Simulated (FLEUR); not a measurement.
# Bi under changes of volume

One of the cells (35.070 Å³/atom); the others are scaled copies at fixed shape and fractional positions:

```
CELL_PARAMETERS angstrom
2.26750 1.30914 3.93800
-2.26750 1.30914 3.93800
0.00000 -2.61828 3.93800
ATOMIC_POSITIONS crystal
Bi 0.76600 0.76600 0.76600
Bi 0.23400 0.23400 0.23400
```

```yaml
Program: FLEUR MaX-R8.1 (later development tree)
Functional: r2SCAN
Potentials_or_basis: all-electron
Basis: FLAPW
Kmax: 4.1 1/bohr
k_mesh: 7 × 7 × 7
Occupations: fermi-dirac, width 0.05 eV
Spin: no spin polarisation
```

```csv
volume (Å³/atom),energy over the lowest point (meV/atom),gap on the mesh (eV)
32.965,42.53,0.33
33.667,23.57,0.31
35.070,2.48,0.29
36.472,0.00,0.27
37.174,?,?
```

Task: What does the run at 37.174 Å³/atom give?

Result: Energy over the lowest point 4.61 meV/atom; gap on the mesh 0.26 eV.

Worked out: A Birch-Murnaghan fit of order 2 (a polynomial in V^(-2/3)) to the other rows has its minimum at 35.96 Å³/atom with B0 = V·E''(V) = 48 GPa at fixed shape and positions, which overstates the stiffness. It gives 4.76 meV/atom at 37.174 Å³/atom, against the run's 4.61. A straight line through the other rows of the gap, of slope -0.571 eV per unit of ln V, extrapolates to 0.26 eV, against the run's 0.26.

Energies are extrapolated to zero smearing.

Caveats: the meta-GGA is that of a development version, with a GGA for the radial functions and cores and without core tails; spin-orbit coupling is left out, which as a rule narrows the gap of such compounds by several tenths of an eV; an odd mesh through Γ misses points on the zone boundary, where band edges often lie.
